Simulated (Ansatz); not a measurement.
## TaS2: relaxation of cell and atoms with LDA+U

TaS2:

```xyz
3
Lattice="3.3500 0.0000 0.0000 -1.6750 2.9012 0.0000 0.0000 0.0000 5.8600" Properties=species:S:1:pos:R:3 pbc="T T T"
Ta    0.0000    0.0000    0.0000
S     1.6750    0.9671    4.3950
S     0.0000    1.9341    1.4650
```

- Program: Ansatz 0.2.0
- Task: relaxation of cell and atoms
- Functional: LDA
- Potentials or basis: Ansatz PAW
- Cutoff: 420 eV (not typed: the program's choice for these potentials)
- k mesh: 9 × 9 × 5
- Occupations: fermi-dirac, width 0.05 eV
- Spin: no spin polarisation
- Hubbard terms: Ta d U = 6 eV
- Hubbard projectors: ortho-atomic (the default)
- Double counting: fll (the default)

```
Relaxed volume                         : 18.68 Å³/atom
Relaxed cell                           : a = 3.349 Å, b = 3.349 Å, c = 5.771 Å, α = 90.00°, β = 90.00°, γ = 120.00°
Space group after relaxing (to 0.05 Å) : P-3m1 (No. 164)
Energy gained by relaxing              : 17.3 meV/atom
Ionic steps                            : 5
Pressure after relaxing                : 0.0 GPa
```

Step by step:
```tsv
step	energy change (eV)	largest force (eV/Å)	volume (Å³)
1	0.0000	0.8957	56.95
2	-0.0290	0.5197	54.57
3	-0.0519	0.0132	56.13
4	-0.0521	0.0005	56.05
5	-0.0520	0.0003	56.05
```

Final structure:
```cif
data_structure
_symmetry_space_group_name_H-M 'P 1'
_symmetry_Int_Tables_number 1
_cell_length_a 3.3487
_cell_length_b 3.3487
_cell_length_c 5.7710
_cell_angle_alpha 90.000
_cell_angle_beta 90.000
_cell_angle_gamma 120.000
_cell_volume 56.05
loop_
_atom_site_label
_atom_site_type_symbol
_atom_site_fract_x
_atom_site_fract_y
_atom_site_fract_z
_atom_site_occupancy
Ta1 Ta 0.00000 0.00000 0.00000 1
S1 S 0.66667 0.33333 0.73662 1
S2 S 0.33333 0.66667 0.26338 1
```

Eigenvalues of the final occupation matrices:
```tsv
site	spin	trace	eigenvalues
site 1	1	1.87	0.34 0.34 0.35 0.42 0.42
```

Wall time 5.5 s on 2 threads of Intel(R) Xeon(R) Platinum 8488C (Sapphire Rapids) (shared host), peak memory 0.45 GiB.

Caveat: the plane-wave basis is chosen anew once the cell has moved, so the energies of steps on either side of that aren't comparable; the PAW data sets come from PBE, with cores solved anew for the run's functional, which leaves a small shift of forces and pressure. Zero-point motion and thermal expansion aren't in these numbers.
